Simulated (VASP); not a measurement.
# Rb (Fm-3m) in VASP: further runs, part 3 of 3

VASP 6.6.1. Earlier steps stand in the parts before.

### 7 Single point, PBE+D3(BJ)

This run uses another cell than the first one, of 83.64 Å³/atom, 0.970 times its volume.

File INCAR:

```
SYSTEM = Rb
PREC = Accurate
ENCUT = 520
EDIFF = 1E-7
ISMEAR = 0
SIGMA = 0.1
LREAL = .FALSE.
LASPH = .TRUE.
NELM = 100
ALGO = Normal
ISIF = 2
LWAVE = .FALSE.
LCHARG = .FALSE.
GGA = PE
IVDW = 12
NBANDS = 10
```

File KPOINTS:

```
regular mesh
0
G
  10 10 10
  0 0 0
```

File POSCAR:

```
Rb
1.0
    0.0000000000      3.4711107790      3.4711107790
    3.4711107790      0.0000000000      3.4711107790
    3.4711107790      3.4711107790      0.0000000000
Rb
1
Direct
    0.0000000000      0.0000000000      0.0000000000
```

Potentials or basis: VASP PAW PBE potentials, release 64 (Rb_sv).

Run with:

```sh
$ cat potpaw_PBE.64/Rb_sv/POTCAR > POTCAR
$ mpirun -np 1 vasp_std > vasp.out
```

OUTCAR:

```text
SYSTEM = Rb
   PREC = Accurate
   ENCUT = 520
   EDIFF = 1E-7
   ISMEAR = 0
   LREAL = .FALSE.
   LASPH = .TRUE.
   NELM = 100
   ISIF = 2
   GGA = PE
   IVDW = 12
 IVDW          = 12

 ion  position               nearest neighbor table
   1  0.000  0.000  0.000-

  LATTYP: Found a face centered cubic cell.
 ALAT       =     6.9422215580

  Lattice vectors:

 A1 = (   0.0000000000,   3.4711107790,   3.4711107790)
 A2 = (   3.4711107790,   0.0000000000,   3.4711107790)
 A3 = (   3.4711107790,   3.4711107790,   0.0000000000)

Analysis of symmetry for initial positions (statically):
=====================================================================
 Subroutine PRICEL returns:
 Original cell was already a primitive cell.

 Routine SETGRP: Setting up the symmetry group for a
 face centered cubic supercell.

 Subroutine GETGRP returns: Found 48 space group operations
 (whereof 48 operations were pure point group operations)
 out of a pool of 48 trial point group operations.

The static configuration has the point symmetry O_h .

Analysis of symmetry for dynamics (positions and initial velocities):
=====================================================================
 Subroutine PRICEL returns:
 Original cell was already a primitive cell.

 Routine SETGRP: Setting up the symmetry group for a
 face centered cubic supercell.

 Subroutine GETGRP returns: Found 48 space group operations
 (whereof 48 operations were pure point group operations)
 out of a pool of 48 trial point group operations.

The dynamic configuration has the point symmetry O_h .

 Subroutine INISYM returns: Found 48 space group operations
 (whereof 48 operations are pure point group operations),
 and found     1 'primitive' translations

----------------------------------------------------------------------------------------

                                     Primitive cell

  volume of cell :      83.6441

  direct lattice vectors                    reciprocal lattice vectors
     0.000000000  3.471110779  3.471110779    -0.144046109  0.144046109  0.144046109
     3.471110779  0.000000000  3.471110779     0.144046109 -0.144046109  0.144046109
     3.471110779  3.471110779  0.000000000     0.144046109  0.144046109 -0.144046109

  length of vectors
     4.908891940  4.908891940  4.908891940     0.249495179  0.249495179  0.249495179

  position of ions in fractional coordinates (direct lattice)
     0.000000000  0.000000000  0.000000000

  ion indices of the primitive-cell ions
   primitive index   ion index
                 1           1

----------------------------------------------------------------------------------------

 KPOINTS: regular mesh

Automatic generation of k-mesh.
 Grid dimensions read from file:
 generate k-points for:   10   10   10

 Generating k-lattice:

  Cartesian coordinates                     Fractional coordinates (reciprocal lattice)
    -0.014404611  0.014404611  0.014404611     0.100000000  0.000000000  0.000000000
     0.014404611 -0.014404611  0.014404611     0.000000000  0.100000000  0.000000000
     0.014404611  0.014404611 -0.014404611     0.000000000  0.000000000  0.100000000

  Length of vectors
     0.024949518  0.024949518  0.024949518

  Shift w.r.t. Gamma in fractional coordinates (k-lattice)
     0.000000000  0.000000000  0.000000000

 Subroutine IBZKPT returns following result:
 ===========================================

 Found     47 irreducible k-points:

 Following reciprocal coordinates:
            Coordinates               Weight
  0.000000  0.000000  0.000000      1.000000
  0.100000  0.000000  0.000000      8.000000
  0.200000  0.000000  0.000000      8.000000
  0.300000  0.000000  0.000000      8.000000
  0.400000  0.000000  0.000000      8.000000
  0.500000  0.000000  0.000000      4.000000
[... 16 lines left out ...]
  0.300000  0.300000  0.000000      6.000000
  0.400000  0.300000  0.000000     24.000000
 [... further k-points ...]
   k-points           NKPTS =     47   k-points in BZ     NKDIM =     47   number of bands    NBANDS=     10
   number of dos      NEDOS =    301   number of ions     NIONS =      1
   total plane-waves  NPLWV =  64000
   dimension x,y,z NGX =    40 NGY =   40 NGZ =   40
   dimension x,y,z NGXF=    80 NGYF=   80 NGZF=   80
   ions per type =               1
   NGX,Y,Z   is equivalent  to a cutoff of  13.55, 13.55, 13.55 a.u.
   NGXF,Y,Z  is equivalent  to a cutoff of  27.09, 27.09, 27.09 a.u.
 SYSTEM =  Rb
   PREC   = accura    normal or accurate (medium, high low for compatibility)
   ISTART =      0    job   : 0-new  1-cont  2-samecut
   ICHARG =      2    charge: 1-file 2-atom 10-const
   ISPIN  =      1    spin polarized calculation?
   LNONCOLLINEAR =      F non collinear calculations
   LSORBIT =      F    spin-orbit coupling
   LASPH  =      T    aspherical Exc in radial PAW
   ENCUT  =  520.0 eV  38.22 Ry    6.18 a.u.   9.13  9.13  9.13*2*pi/ulx,y,z
   NELM   =    100;   NELMIN=  2; NELMDL= -5     # of ELM steps
   EDIFF  = 0.1E-06   stopping-criterion for ELM
   LREAL  =      F    real-space projection
   EDIFFG = 0.1E-05   stopping-criterion for IOM
   NSW    =      0    number of steps for IOM
   IBRION =     -1    ionic relax: 0-MD 1-quasi-New 2-CG
   NFREE  =      0    steps in history (QN), initial steepest desc. (CG)
   ISIF   =      2    stress and relaxation
   ISYM   =      2    0-nonsym 1-usesym 2-fastsym
   POTIM  = 0.5000    time-step for ionic-motion
   TEBEG  =    0.0;   TEEND  =   0.0 temperature during run
   PSTRESS=    0.0 pullay stress
   NELECT =       9.0000    total number of electrons
   NUPDOWN=      -1.0000    fix difference up-down
   EMIN   =  10.00;   EMAX   =-10.00  energy-range for DOS
   EFERMI =   0.00;   METHOD = LEGACY
   ISMEAR =     0;   SIGMA  =   0.10  broadening in eV -4-tet -1-fermi 0-gaus
   EFERMI_NEDOS =   21; number of points for ismear=-14 and -15
   IALGO  =     38    algorithm
   IMIX   =      4    mixing-type and parameters
     AMIX     =   0.40;   BMIX     =  1.00
     AMIX_MAG =   1.60;   BMIX_MAG =  1.00
  volume/ion in A,a.u.               =      83.64       564.46
  Fermi-wavevector in a.u.,A,eV,Ry     =   0.778653  1.471440  8.249215  0.606300
  Thomas-Fermi vector in A             =   1.881594
   LORBIT       =      0    0 simple, 1 ext, 2 COOP (PROOUT), +10 PAW based schemes
   GGA     = PE    functional components
   LHFCALC =     F    Hartree Fock is set to
   AEXX    =    0.0000 exact exchange contribution
   IVDW    =    12    specifies the selected vdW correction
   LEPSILON=     F    determine dielectric tensor
   LRPA    =     F    only Hartree local field effects (RPA)
 non-spin polarized calculation
 Gauss-broadening in eV      SIGMA  =   0.10
  energy-cutoff  :      520.00
  volume of cell :       83.64
 maximum number of plane-waves:      2279
 NGX is ok and might be reduce to    40
   NGX = 19   NGY = 19   NGZ = 19

 number of electron       9.0000000 magnetization

 Free energy of the ion-electron system (eV)
  ---------------------------------------------------
  ext. energy  EPLUGINS =         0.00000000
  ---------------------------------------------------
  free energy    TOTEN  =        -0.93224702 eV

  energy without entropy =       -0.92720244  energy(sigma->0) =       -0.92972473

 E-fermi :   0.1809     XC(G=0):  -5.6729

 val. band max:        0.1773491159   @ k =   0.5000   0.3000   0.1000
 cond. band min:       0.2653523599   @ k =   0.4000   0.4000   0.0000
 fundamental gap:      0.0880032440
 Fermi energy:         0.1808853881

 k-point     1 :       0.0000    0.0000    0.0000
  band No.  band energies     occupation
      1     -28.6481      2.00000
      2     -12.6820      2.00000
      3     -12.6820      2.00000
      4     -12.6820      2.00000
      5      -1.8769      2.00000
      6       3.8749      0.00000
      7       3.8749      0.00000
      8       3.8749      0.00000
      9       5.2943      0.00000
     10       5.2943      0.00000
[... 287 lines left out ...]
 k-point    24 :       0.4000    0.3000    0.0000
  band No.  band energies     occupation
      1     -28.6420      2.00000
      2     -12.7784      2.00000
      3     -12.7211      2.00000
      4     -12.7171      2.00000
      5      -0.0775      1.99974
      6       2.1762      0.00000
      7       2.5094      0.00000
      8       4.4249      0.00000
      9       4.5395      0.00000
     10       6.2400      0.00000

 [... further k-points ...]

------------------------ aborting loop because EDIFF is reached ----------------------------------------

 Edisp (eV)   -0.10997

 E8    (eV) :    -0.0628

  FORCE on cell =-STRESS in cart. coord.  units (eV):
  Direction    XX          YY          ZZ          XY          YZ          ZX
  --------------------------------------------------------------------------------------
  -------------------------------------------------------------------------------------
  Total       0.04696     0.04696     0.04696    -0.00000     0.00000     0.00000
  in kB       0.89947     0.89947     0.89947    -0.00000     0.00000     0.00000
  external pressure =        0.90 kB  Pullay stress =        0.00 kB

 VOLUME and BASIS-vectors are now :
 -----------------------------------------------------------------------------
  energy-cutoff  :      520.00
  volume of cell :       83.64
      direct lattice vectors                 reciprocal lattice vectors
     0.000000000  3.471110779  3.471110779    -0.144046109  0.144046109  0.144046109
     3.471110779  0.000000000  3.471110779     0.144046109 -0.144046109  0.144046109
     3.471110779  3.471110779  0.000000000     0.144046109  0.144046109 -0.144046109

 POSITION                                       TOTAL-FORCE (eV/Angst)
 -----------------------------------------------------------------------------------
      0.00000      0.00000      0.00000         0.000000      0.000000      0.000000
 -----------------------------------------------------------------------------------
    total drift:                               -0.000000      0.000000     -0.000000

  FREE ENERGIE OF THE ION-ELECTRON SYSTEM (eV)
  ---------------------------------------------------
  free  energy   TOTEN  =        -1.0422199106 eV

  energy  without entropy=       -1.0371753234  energy(sigma->0) =       -1.03969762
```

Run time: 24 s. Hardware: 1 thread of Intel Xeon 6975P-C (Granite Rapids), shared host; peak memory 0.25 GiB.

What came out:

```
Free energy                : -1.0422 eV
Pressure                   : 0.1 GPa
Band gap on the k mesh     : none (metal or under the smearing width)
Dispersion energy per atom : -0.110 eV
```

Levels at points of the mesh, in eV from the Fermi level:
```tsv
k point	band 1	band 2	band 3	band 4	band 5	band 6	band 7	band 8	band 9	band 10
(0.00, 0.00, 0.00)	-28.83	-12.86	-12.86	-12.86	-2.06	3.69	3.69	3.69	5.11	5.11
(0.50, 0.00, 0.00)	-28.82	-12.99	-12.88	-12.88	0.15	0.74	3.47	3.47	5.93	5.95
(0.50, 0.50, 0.00)	-28.82	-12.98	-12.91	-12.91	0.61	1.55	1.82	4.80	4.80	5.34
```

Caveat: pairwise dispersion overbinds metals, which lowers pressure and volume.

### 8 Summary

| task | cell | cutoff (eV) | gap on the mesh (eV) | pressure (GPa) |
| --- | --- | --- | --- | --- |
| single point | Fm-3m, 86.23 Å³/atom | 520 | none | 0.0 |
| relaxation of cell and atoms | relaxed | 600 | none | 0.0 |
| single point | Fm-3m, 83.64 Å³/atom | 520 | none | 0.1 |

Alike in all rows: level PBE+D3(BJ); potentials or basis VASP PAW PBE potentials, release 64 (Rb_sv); no spin polarisation; k mesh 10 × 10 × 10; smearing gaussian 0.1 eV.

Caveats: pairwise dispersion overbinds metals, which lowers pressure and volume.

Total energies depend on the potentials used, so only differences within one code and one set of settings carry meaning.
